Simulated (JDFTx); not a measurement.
# KCl (Pm-3m) in JDFTx: settings compared

Aim: see how the results for KCl move with the level of theory and the settings. Levels: PBE0 (exact-exchange share 0.3), PBE0 (exact-exchange share 0.4), LDA. Tasks: single point.

Program: JDFTx 1.7.0 (patched build). These are calculated values, not measurements. Logs are shortened: lines on timing, memory, paths and dates and some standing lists are left out, and cuts for length are marked. The log counts tension as positive stress, the text compression.

**1. The crystal as given**

Symmetry: Pm-3m, No. 221, cubic system. Conventional cell: a = 3.839 Å, b = 3.839 Å, c = 3.839 Å, α = 90.00°, β = 90.00°, γ = 90.00°. K (site symmetry m-3m) has 8 Cl at 3.32 Å as nearest neighbours. Cl (site symmetry m-3m) has 8 K at 3.32 Å as nearest neighbours.

Measurements of this composition are mostly on another form, of space group No. 225.

**2. Single point, PBE0 (exact-exchange share 0.3)**

KCl.in reads:

```
include KCl.lattice
coords-type Lattice
include KCl.ionpos

ion-species pseudo/K.upf
ion-species pseudo/Cl.upf
elec-cutoff 37 296
elec-ex-corr hyb-PBE0
exchange-parameters 0.3
kpoint-folding 2 2 2
elec-smearing Fermi 0.0018374661
elec-n-bands 14
electronic-SCF nIterations 100 energyDiffThreshold 1e-07
electronic-minimize nIterations 30 energyDiffThreshold 1e-7
converge-empty-states yes
forces-output-coords Cartesian

dump-name run.$VAR
dump End Ecomponents EigStats BandEigs Kpoints Forces Stress ElecDensity Dtot KEdensity
```

KCl.lattice reads:

```
lattice \
    7.2550289788     0.0000000000     0.0000000000 \
    0.0000000000     7.2550289788     0.0000000000 \
    0.0000000000     0.0000000000     7.2550289788
```

KCl.ionpos reads:

```
ion K      0.0000000000     0.0000000000     0.0000000000 1
ion Cl     0.5000000000     0.5000000000     0.5000000000 1
```

Potentials or basis: PseudoDojo-SR-PBE-0.5-standard with smoothed tails.

The run is started by

```sh
$ jdftx -c 1 -i KCl.in -o KCl.out
```

The log of the run:

```text
*************** JDFTx 1.7.0 (patched build) ***************

[... 9 lines left out ...]
---------- Initializing the Grid ----------
R =
[      7.25503            0            0  ]
[            0      7.25503            0  ]
[            0            0      7.25503  ]
unit cell volume = 381.872
G =
[   0.866046          0          0  ]
[          0   0.866046          0  ]
[          0          0   0.866046  ]
Minimum fftbox size, Smin = [  60  60  60  ]
Chosen fftbox size, S = [  60  60  60  ]

---------- Initializing tighter grid for wavefunction operations ----------
R =
[      7.25503            0            0  ]
[            0      7.25503            0  ]
[            0            0      7.25503  ]
unit cell volume = 381.872
G =
[   0.866046          0          0  ]
[          0   0.866046          0  ]
[          0          0   0.866046  ]
Minimum fftbox size, Smin = [  40  40  40  ]
Chosen fftbox size, S = [  40  40  40  ]

---------- Exchange Correlation functional ----------
Initalized PBE GGA exchange.
Initalized PBE GGA correlation.
Will include 0.3 x exact exchange.

---------- Setting up pseudopotentials ----------
Width of ionic core gaussian charges (only for fluid interactions / plotting) set to 0

Reading pseudopotential file 'pseudo/K.upf':
  'K' pseudopotential, 'PBE' functional
  Generated using ONCVPSP code by D. R. Hamann
  9 valence electrons, 3 orbitals, 6 projectors, 1001 radial grid points, with lMax = 2
    3S    l: 0   occupation:  2.0   eigenvalue: -1.298836
    3P    l: 1   occupation:  6.0   eigenvalue: -0.691386
    4S    l: 0   occupation:  1.0   eigenvalue: -0.085223
  WARNING: large normalization error in atomic orbital 2s (integral: 0.980832).
  Core radius for overlap checks: 1.56 bohrs.

Reading pseudopotential file 'pseudo/Cl.upf':
  'Cl' pseudopotential, 'PBE' functional
  Generated using ONCVPSP code by D. R. Hamann
  7 valence electrons, 2 orbitals, 6 projectors, 1001 radial grid points, with lMax = 2
    3S    l: 0   occupation:  2.0   eigenvalue: -0.760417
    3P    l: 1   occupation:  5.0   eigenvalue: -0.315867
  Core radius for overlap checks: 1.71 bohrs.

Initialized 2 species with 2 total atoms.

Folded 1 k-points by 2x2x2 to 8 k-points.

---------- Setting up k-points, bands, fillings ----------
Reduced to 4 k-points under symmetry.
Computing the number of bands and number of electrons
Calculating initial fillings.
nElectrons:  16.000000   nBands: 14   nStates: 4

----- Setting up reduced wavefunction bases (one per k-point) -----
average nbasis = 4099.375 , ideal nbasis = 4105.008

----- Initializing Supercell corresponding to k-point mesh -----
Lattice vector linear combinations in supercell:
[   2   0   0  ]
[   0   2   0  ]
[   0   0   2  ]
Supercell lattice vectors:
[  14.5101  0  0  ]
[  0  14.5101  0  ]
[  0  0  14.5101  ]

-------- Setting up exchange kernel --------
Creating Wigner-Seitz truncated kernel on k-point supercell with sample count [  84 84 84 ]
Constructing Wigner-Seitz cell: 6 faces (6 quadrilaterals, 0 hexagons)
Gaussian width for range separation: 0.764458 bohrs.
FFT grid for long-range part: [ 84 84 84 ].
Planning fourier transform ... Done.
Computing truncated long-range part in real space ... Done.
Adding short-range part in reciprocal space ... Done.
Splitting supercell kernel to unit-cell with k-points ... Done.

---------- Setting up exact exchange ----------
Optimizing transforms to minimize k-point pairs ... done (1840 steps).
Reduced 64 k-pairs to 40 under symmetries.
Transforms per reduced k-pair: 1 min, 3 max, 2.5 mean.
Per-iteration cost relative to semi-local calculation ~ 50

---------- Setting up ewald sum ----------
Optimum gaussian width for ewald sums = 2.578562 bohr.
Real space sum over 1331 unit cells with max indices [  5  5  5  ]
Reciprocal space sum over 2197 terms with max indices [  6  6  6  ]

---------- Allocating electronic variables ----------
Initializing wave functions:  linear combination of atomic orbitals
Note: number of bands (14) exceeds available atomic orbitals (9)
Initializing semi-local functional for LCAO:
Initalized PBE GGA exchange.
Initalized PBE GGA correlation.
K pseudo-atom occupations:   s ( 2 1 )  p ( 6 )
Cl pseudo-atom occupations:   s ( 2 )  p ( 5 )
	FillingsUpdate:  mu: +0.227338268  nElectrons: 16.000000
LCAOMinimize: Iter:   0  F: -44.3877300739511114  |grad|_K:  7.064e-03  alpha:  1.000e+00
	FillingsUpdate:  mu: +0.218726787  nElectrons: 16.000000
LCAOMinimize: Iter:   1  F: -44.4024135627620922  |grad|_K:  4.385e-05  alpha:  6.814e-01  linmin:  8.590e-02  cgtest: -2.345e-01
	FillingsUpdate:  mu: +0.218754545  nElectrons: 16.000000
LCAOMinimize: Iter:   2  F: -44.4024142536493969  |grad|_K:  1.023e-05  alpha:  1.007e+00  linmin: -1.355e-03  cgtest:  2.808e-01
LCAOMinimize: Encountered beta<0, resetting CG.
	FillingsUpdate:  mu: +0.218764045  nElectrons: 16.000000
LCAOMinimize: Iter:   3  F: -44.4024142807101327  |grad|_K:  4.607e-07  alpha:  6.596e-01  linmin:  3.851e-05  cgtest: -2.798e-04
LCAOMinimize: Converged (|Delta F|<1.000000e-06 for 2 iters).

-------- Electronic minimization -----------
Will mix electronic density at each iteration.
Constructing ACE exchange operator ... done.

	FillingsUpdate:  mu: +0.218764045  nElectrons: 16.000000
	FillingsUpdate:  mu: +0.236602204  nElectrons: 16.000000
SCF: Cycle:  0   F: -43.444032321197376   dF: -4.135e-02   |Residual|: 7.678e-02   |deigs|: 5.401e-01
	FillingsUpdate:  mu: +0.100000000  nElectrons: 16.000000
SCF: Cycle:  1   F: -43.443718956719728   dF: +3.134e-04   |Residual|: 2.502e-02   |deigs|: 1.720e-02
	FillingsUpdate:  mu: +0.100000000  nElectrons: 16.000000
SCF: Cycle:  2   F: -43.441073642784062   dF: +2.645e-03   |Residual|: 4.140e-03   |deigs|: 6.646e-03
	FillingsUpdate:  mu: +0.100000000  nElectrons: 16.000000
SCF: Cycle:  3   F: -43.441199831627692   dF: -1.262e-04   |Residual|: 9.925e-04   |deigs|: 1.281e-03
	FillingsUpdate:  mu: +0.100000000  nElectrons: 16.000000
SCF: Cycle:  4   F: -43.441034718638619   dF: +1.651e-04   |Residual|: 5.109e-04   |deigs|: 1.285e-03
	FillingsUpdate:  mu: +0.100000000  nElectrons: 16.000000
SCF: Cycle:  5   F: -43.441100794177927   dF: -6.608e-05   |Residual|: 1.573e-04   |deigs|: 1.771e-03
	FillingsUpdate:  mu: +0.100000000  nElectrons: 16.000000
SCF: Cycle:  6   F: -43.441071358258853   dF: +2.944e-05   |Residual|: 3.759e-05   |deigs|: 1.720e-03
	FillingsUpdate:  mu: +0.100000000  nElectrons: 16.000000
SCF: Cycle:  7   F: -43.441080869728985   dF: -9.511e-06   |Residual|: 3.445e-05   |deigs|: 1.115e-03
	FillingsUpdate:  mu: +0.100000000  nElectrons: 16.000000
SCF: Cycle:  8   F: -43.441072611922465   dF: +8.258e-06   |Residual|: 1.265e-05   |deigs|: 9.103e-04
	FillingsUpdate:  mu: +0.100000000  nElectrons: 16.000000
SCF: Cycle:  9   F: -43.441075386463233   dF: -2.775e-06   |Residual|: 2.244e-06   |deigs|: 7.410e-04
	FillingsUpdate:  mu: +0.100000000  nElectrons: 16.000000
SCF: Cycle: 10   F: -43.441073608959883   dF: +1.778e-06   |Residual|: 5.215e-06   |deigs|: 6.177e-04
	FillingsUpdate:  mu: +0.100000000  nElectrons: 16.000000
SCF: Cycle: 11   F: -43.441074111132309   dF: -5.022e-07   |Residual|: 5.736e-06   |deigs|: 5.240e-04
	FillingsUpdate:  mu: +0.100000000  nElectrons: 16.000000
SCF: Cycle: 12   F: -43.441073313730030   dF: +7.974e-07   |Residual|: 8.388e-06   |deigs|: 4.207e-04
	FillingsUpdate:  mu: +0.100000000  nElectrons: 16.000000
[... 49 lines left out ...]
	FillingsUpdate:  mu: +0.100000000  nElectrons: 16.000000
VxxLoop: Iter:  0   F: -43.441074083562853   dF: -3.839e-02
Constructing ACE exchange operator ... done.

	FillingsUpdate:  mu: +0.100000000  nElectrons: 16.000000
SCF: Cycle:  0   F: -43.437383204524849   dF: +3.691e-03   |Residual|: 1.097e-02   |deigs|: 1.727e-02
	FillingsUpdate:  mu: +0.100000000  nElectrons: 16.000000
SCF: Cycle:  1   F: -43.437396990322753   dF: -1.379e-05   |Residual|: 1.114e-02   |deigs|: 9.467e-05
	FillingsUpdate:  mu: +0.100000000  nElectrons: 16.000000
[... 29 further cycles ...]
SCF: Cycle: 31   F: -43.436136985559777   dF: +1.103e-09   |Residual|: 9.319e-08   |deigs|: 9.807e-09
	FillingsUpdate:  mu: +0.100000000  nElectrons: 16.000000
SCF: Cycle: 32   F: -43.436136971032894   dF: +1.453e-08   |Residual|: 8.889e-08   |deigs|: 1.416e-08
SCF: Converged (|Residual|<1.000000e-07 for 2 iters).

	FillingsUpdate:  mu: +0.100000000  nElectrons: 16.000000
VxxLoop: Iter:  1   F: -43.436136971032894   dF: +4.937e-03
Constructing ACE exchange operator ... done.

	FillingsUpdate:  mu: +0.100000000  nElectrons: 16.000000
SCF: Cycle:  0   F: -43.435008813931141   dF: +1.128e-03   |Residual|: 1.293e-03   |deigs|: 4.510e-04
	FillingsUpdate:  mu: +0.100000000  nElectrons: 16.000000
SCF: Cycle:  1   F: -43.435011680819571   dF: -2.867e-06   |Residual|: 1.337e-03   |deigs|: 2.379e-05
	FillingsUpdate:  mu: +0.100000000  nElectrons: 16.000000
[... 3 further cycles ...]
SCF: Cycle:  5   F: -43.435015612564264   dF: -1.991e-08   |Residual|: 1.358e-03   |deigs|: 2.332e-06
	FillingsUpdate:  mu: +0.100000000  nElectrons: 16.000000
SCF: Cycle:  6   F: -43.435015643542847   dF: -3.098e-08   |Residual|: 1.359e-03   |deigs|: 1.630e-06
SCF: Converged (|Delta E|<1.000000e-07 for 2 iters).

	FillingsUpdate:  mu: +0.100000000  nElectrons: 16.000000
VxxLoop: Iter:  2   F: -43.435015643542847   dF: +1.121e-03
Constructing ACE exchange operator ... done.

	FillingsUpdate:  mu: +0.100000000  nElectrons: 16.000000
SCF: Cycle:  0   F: -43.434391815827809   dF: +6.238e-04   |Residual|: 9.613e-04   |deigs|: 7.769e-05
	FillingsUpdate:  mu: +0.100000000  nElectrons: 16.000000
SCF: Cycle:  1   F: -43.434713428905695   dF: -3.216e-04   |Residual|: 1.623e-03   |deigs|: 6.563e-04
	FillingsUpdate:  mu: +0.100000000  nElectrons: 16.000000
[... 25 further cycles ...]
SCF: Cycle: 27   F: -43.434507252908524   dF: -3.566e-10   |Residual|: 1.436e-06   |deigs|: 8.173e-09
	FillingsUpdate:  mu: +0.100000000  nElectrons: 16.000000
SCF: Cycle: 28   F: -43.434507248902833   dF: +4.006e-09   |Residual|: 1.535e-06   |deigs|: 7.984e-09
SCF: Converged (|deigs|<1.000000e-08 for 2 iters).

	FillingsUpdate:  mu: +0.100000000  nElectrons: 16.000000
VxxLoop: Iter:  3   F: -43.434507248902833   dF: +5.084e-04
Constructing ACE exchange operator ... done.

	FillingsUpdate:  mu: +0.100000000  nElectrons: 16.000000
SCF: Cycle:  0   F: -43.434600827175757   dF: -9.358e-05   |Residual|: 1.171e-04   |deigs|: 2.819e-05
	FillingsUpdate:  mu: +0.100000000  nElectrons: 16.000000
SCF: Cycle:  1   F: -43.434600740590071   dF: +8.659e-08   |Residual|: 1.187e-04   |deigs|: 1.928e-06
	FillingsUpdate:  mu: +0.100000000  nElectrons: 16.000000
[... 22 further cycles ...]
SCF: Cycle: 24   F: -43.434615031260748   dF: -4.451e-09   |Residual|: 7.589e-07   |deigs|: 7.470e-09
	FillingsUpdate:  mu: +0.100000000  nElectrons: 16.000000
SCF: Cycle: 25   F: -43.434615073977554   dF: -4.272e-08   |Residual|: 9.265e-07   |deigs|: 2.388e-08
SCF: Converged (|Delta E|<1.000000e-07 for 2 iters).

	FillingsUpdate:  mu: +0.100000000  nElectrons: 16.000000
VxxLoop: Iter:  4   F: -43.434615073977554   dF: -1.078e-04
Constructing ACE exchange operator ... done.
[... 16 lines left out ...]
	FillingsUpdate:  mu: +0.100000000  nElectrons: 16.000000
SCF: Cycle:  0   F: -43.434631656267925   dF: -2.169e-06   |Residual|: 9.109e-07   |deigs|: 1.984e-06
	FillingsUpdate:  mu: +0.100000000  nElectrons: 16.000000
SCF: Cycle:  1   F: -43.434631592728920   dF: +6.354e-08   |Residual|: 1.511e-06   |deigs|: 2.615e-07
	FillingsUpdate:  mu: +0.100000000  nElectrons: 16.000000
[... 7 further cycles ...]
SCF: Cycle:  9   F: -43.434631622762630   dF: -2.616e-08   |Residual|: 2.970e-07   |deigs|: 7.512e-08
	FillingsUpdate:  mu: +0.100000000  nElectrons: 16.000000
SCF: Cycle: 10   F: -43.434631635525079   dF: -1.276e-08   |Residual|: 1.497e-07   |deigs|: 3.871e-08
SCF: Converged (|Delta E|<1.000000e-07 for 2 iters).

	FillingsUpdate:  mu: +0.100000000  nElectrons: 16.000000
VxxLoop: Iter:  6   F: -43.434631635525079   dF: -2.149e-06
Constructing ACE exchange operator ... done.

	FillingsUpdate:  mu: +0.100000000  nElectrons: 16.000000
SCF: Cycle:  0   F: -43.434631940737788   dF: -3.052e-07   |Residual|: 7.266e-08   |deigs|: 5.063e-07
	FillingsUpdate:  mu: +0.100000000  nElectrons: 16.000000
SCF: Cycle:  1   F: -43.434631951493962   dF: -1.076e-08   |Residual|: 2.177e-08   |deigs|: 1.011e-07
SCF: Converged (|Residual|<1.000000e-07 for 2 iters).

	FillingsUpdate:  mu: +0.100000000  nElectrons: 16.000000
VxxLoop: Iter:  7   F: -43.434631951493962   dF: -3.160e-07
Constructing ACE exchange operator ... done.

	FillingsUpdate:  mu: +0.100000000  nElectrons: 16.000000
SCF: Cycle:  0   F: -43.434631961114562   dF: -9.621e-09   |Residual|: 1.637e-08   |deigs|: 1.246e-07
	FillingsUpdate:  mu: +0.100000000  nElectrons: 16.000000
SCF: Cycle:  1   F: -43.434631986119975   dF: -2.501e-08   |Residual|: 1.173e-07   |deigs|: 7.407e-08
SCF: Converged (|Delta E|<1.000000e-07 for 2 iters).

	FillingsUpdate:  mu: +0.100000000  nElectrons: 16.000000
VxxLoop: Iter:  8   F: -43.434631986119975   dF: -3.463e-08
Setting wave functions to eigenvectors of Hamiltonian
Converging empty states (this may take a while): |deigs|: 1.059e-06
Computing exact exchange ... done.

# Stress tensor in Cartesian coordinates [Eh/a0^3]:
[ -2.17924e-05            0            0  ]
[            0 -2.17924e-05            0  ]
[            0            0 -2.17924e-05  ]

# Ionic positions in lattice coordinates:
ion K   0.000000000000000   0.000000000000000   0.000000000000000 1
ion Cl   0.500000000000000   0.500000000000000   0.500000000000000 1

# Forces in Cartesian coordinates:
force K   0.000000000000000   0.000000000000000   0.000000000000000 1
force Cl   0.000000000000000   0.000000000000000   0.000000000000000 1

# Energy components:
   Eewald =      -32.3839233398717639
       EH =        8.7617705023910375
     Eloc =      -34.2007165498935279
      Enl =        6.2986783355683773
      Exc =       -7.8812912746951191
 Exc_core =        2.1549196471764400
      EXX =       -2.0496993674303270
       KE =       15.8656300606349152
-------------------------------------
     Etot =      -43.4346319861199746

IonicMinimize: Iter:   0  F: -43.434631986119975  |grad|_K:       -nan
IonicMinimize: None of the convergence criteria satisfied after 0 iterations.

#--- Lowdin population analysis ---
# oxidation-state K +0.822
# oxidation-state Cl -0.770

Dumping 'run.eigStats' ...
	eMin: -1.100716 at state 0 ( [ +0.000000 +0.000000 +0.000000 ] spin 0 )
	HOMO: +0.024469 at state 2 ( [ +0.000000 +0.500000 +0.500000 ] spin 0 )
	mu  : +0.100000
	LUMO: +0.293580 at state 0 ( [ +0.000000 +0.000000 +0.000000 ] spin 0 )
	eMax: +0.541504 at state 2 ( [ +0.000000 +0.500000 +0.500000 ] spin 0 )
	HOMO-LUMO gap: +0.269111
	Optical gap  : +0.277186 at state 0 ( [ +0.000000 +0.000000 +0.000000 ] spin 0 )
Done!
[note: mu as printed may lie anywhere between the filled and the empty levels]
```

It took 3.4 min on 1 thread of Intel Xeon 6975P-C (Granite Rapids), shared host; peak memory 0.16 GiB.

What came out:

| Item | Value |
| --- | --- |
| Free energy | -1181.9165 eV |
| Pressure | 0.6 GPa |
| Band gap on the k mesh | 7.32 eV, indirect (least direct gap 7.54 eV) |
| Loewdin charges | K +0.82; Cl -0.77 e |

Levels at points of the mesh, in eV from the valence-band top:
```tsv
k point	band 4	band 5	band 6	band 7	band 8	band 9	band 10	band 11	band 12	band 13
(0.00, 0.00, 0.00)	-12.44	-12.44	-0.22	-0.22	-0.22	7.32	9.14	9.14	13.66	13.66
(0.00, 0.00, 0.50)	-12.41	-12.29	-1.85	-0.22	-0.22	10.28	10.65	10.96	12.68	13.53
(0.00, 0.50, 0.50)	-12.67	-12.38	-1.27	-1.27	0.00	8.69	9.96	11.74	11.74	14.07
(0.50, 0.50, 0.50)	-12.61	-12.61	-1.39	-1.39	-1.39	11.31	11.31	11.31	12.87	12.87
```

Caveat: the k mesh is coarse (spacing up to 0.82 Å⁻¹), so the values aren't converged, least of all with exact exchange; the hybrid runs on potentials with a model core; the potentials were made for another functional, which shifts forces and pressure.

**3. Single point, PBE0 (exact-exchange share 0.4)**

Changes to KCl.in since step 2:

```diff
@@ -8,3 +8,3 @@
 elec-ex-corr hyb-PBE0
-exchange-parameters 0.3
+exchange-parameters 0.4
 kpoint-folding 2 2 2
@@ -18,2 +18,2 @@
 dump-name run.$VAR
-dump End Ecomponents EigStats BandEigs Kpoints Forces Stress ElecDensity Dtot KEdensity
+dump End Ecomponents EigStats BandEigs Kpoints Forces Stress
```

KCl.lattice is that of step 2.

KCl.ionpos is that of step 2.

Potentials or basis: PseudoDojo-SR-PBE-0.5-standard with smoothed tails.

The run is started by

```sh
$ jdftx -c 1 -i KCl.in -o KCl.out
```

Wall time 3.6 min (1 thread of Intel Xeon 6975P-C (Granite Rapids), shared host); peak memory 0.16 GiB.

It converged, with:

- Free energy: -1180.7799 eV
- Pressure: 0.5 GPa
- Band gap on the k mesh: 8.21 eV, indirect (least direct gap 8.43 eV)
- Loewdin charges: K +0.82; Cl -0.78 e

Levels at points of the mesh, in eV from the valence-band top:
```tsv
k point	band 5	band 6	band 7	band 8	band 9	band 10	band 11	band 12
(0.00, 0.00, 0.00)	-12.70	-0.22	-0.22	-0.22	8.21	10.03	10.03	14.75
(0.00, 0.00, 0.50)	-12.56	-1.87	-0.23	-0.23	11.18	11.61	11.91	13.58
(0.00, 0.50, 0.50)	-12.64	-1.29	-1.29	0.00	9.57	10.90	12.73	12.73
(0.50, 0.50, 0.50)	-12.87	-1.41	-1.41	-1.41	12.20	12.20	12.20	13.92
```

Caveat: the k mesh is coarse (spacing up to 0.82 Å⁻¹), so the values aren't converged, least of all with exact exchange; the hybrid runs on potentials with a model core; the potentials were made for another functional, which shifts forces and pressure.

(Part 1 of 2 ends here.)
